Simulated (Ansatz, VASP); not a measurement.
# Rb in VASP and in Ansatz

Contents of INCAR:

```
SYSTEM = Rb
PREC = Accurate
ENCUT = 520
EDIFF = 1E-8
ISMEAR = -1
SIGMA = 0.03
LREAL = .False.
LASPH = .True.
NELM = 80
ALGO = Normal
ISIF = 2
LWAVE = .False.
LCHARG = .False.
GGA = PE
LEFG = .True.
NBANDS = 10
```

KPOINTS

```
Automatic mesh
0
Gamma
  11 11 11
  0 0 0
```

File POSCAR:

```
Rb
1.0
    0.0000000000      3.5034013123      3.5034013123
    3.5034013123      0.0000000000      3.5034013123
    3.5034013123      3.5034013123      0.0000000000
Rb
1
Direct
    0.0000000000      0.0000000000      0.0000000000
```

Input for Ansatz:

```yaml
crystal:
  lattice:
    - [0.0, 3.5034013123, 3.5034013123]
    - [3.5034013123, 0.0, 3.5034013123]
    - [3.5034013123, 3.5034013123, 0.0]
  atoms:
    - { symbol: Rb, position: [0.0, 0.0, 0.0] }
kpoints:
  mp_grid: { grid: [11, 11, 11] }
scf:
  occupations: { method: fermi_dirac, width: 0.03 }
hamiltonian:
  xc: pbe
  pseudopotentials: { kind: paw }
output:
  forces: true
  stress: true
  eigenvalues: true
  efg: { contact_densities: true }
```

Change from the starting cell: volume scaled by 0.9405, PAW files.

Alike in both runs: task electric field gradients; functional PBE; k mesh 11 × 11 × 11; occupations fermi-dirac, width 0.03 eV; no spin polarisation.

|  | VASP | Ansatz |
| --- | --- | --- |
| version | VASP 6.6.1 | Ansatz 0.2.0 |
| potentials or method | VASP PAW PBE potentials, release 64 (Rb_sv) | PAW with Ansatz's default frozen-core files, scalar-relativistic |
| plane-wave cutoff (eV) | 520 | 420 |
| valence electrons in the cell | 9 | 9 |

```csv
,VASP,Ansatz,Ansatz less VASP
pressure (GPa),0.2,0.2,0.00
Vzz of the field gradient on the site that differs most (V/Å²),0.0,0.0,0.00
```

With one functional, cell and mesh, what is left measures potentials, basis and numerics. Ansatz warned: «gradients_without_spin_orbit».
